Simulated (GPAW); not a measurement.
Runs of GPAW 26.7.0 on SnSe2. The structure is trigonal, space group P-3m1 (No. 164). The conventional cell has a = 3.811 Å, b = 3.811 Å, c = 6.136 Å, α = 90.00°, β = 90.00°, γ = 120.00°. Sn (site symmetry -3m) is surrounded by 6 Se at 2.68 Å. Se (site symmetry 3m) has 3 Sn at 2.68 Å as nearest neighbours. 

```csv
task,level,potentials or basis,cell,k mesh,cutoff (eV),smearing,maxiter,optimizer,fmax,max steps,response ecut,gap on the mesh (eV),pressure (GPa)
relaxation of cell and atoms,SCAN+D3,"GPAW PAW data sets (gpaw-data 1.2.1), pw",relaxed,6 × 6 × 3,600,fermi-dirac 0.05 eV,150,FIRE,0.01 eV/Å,60,-,0.98,0.0
dielectric tensor,AM05,"PAW data sets generated in the run's folder for this functional, pw",as given,7 × 7 × 4,500,fermi-dirac 0.001 eV,150,-,-,-,80 eV,0.79,-
single point,LDA,"the program's PAW data sets (release 1.2.1) made for this functional, pw",as given,7 × 7 × 4,500,fermi-dirac 0.05 eV,120,-,-,-,-,0.68,(a)
dielectric tensor,LDA,"the program's PAW data sets (release 1.2.1) made for this functional, pw",as given,7 × 7 × 4,500,fermi-dirac 0.001 eV,150,-,-,-,80 eV,0.68,-
dielectric tensor,RPBE,"the program's PAW data sets (release 1.2.1) made for this functional, pw",as given,7 × 7 × 4,500,fermi-dirac 0.001 eV,150,-,-,-,80 eV,0.90,-
```

Alike in all rows: no spin polarisation.

Question: Fill in the values left out.

Answer: (a) 0.3.

Caveats: spin-orbit coupling is left out, which moves the levels of the heavy elements; the long-wavelength limit can be off by a per cent or two (some runs); an odd mesh through Γ misses points on the zone boundary, where band edges often lie (some runs); this functional lacks dispersion, which binds the layers, so the pressure and a relaxed spacing across them are unreliable (some runs); later steps reuse the first step's grids (some runs); the PAW data sets were made with another functional, which shifts forces and pressure a little (some runs); the cutoff is short for stress and forces, so pressures can be off by a GPa or more (some runs).

A k mesh can miss the band edges, and the runs leave out spin-orbit coupling on Se, Sn.

Runs at the PBE level aren't shown here.
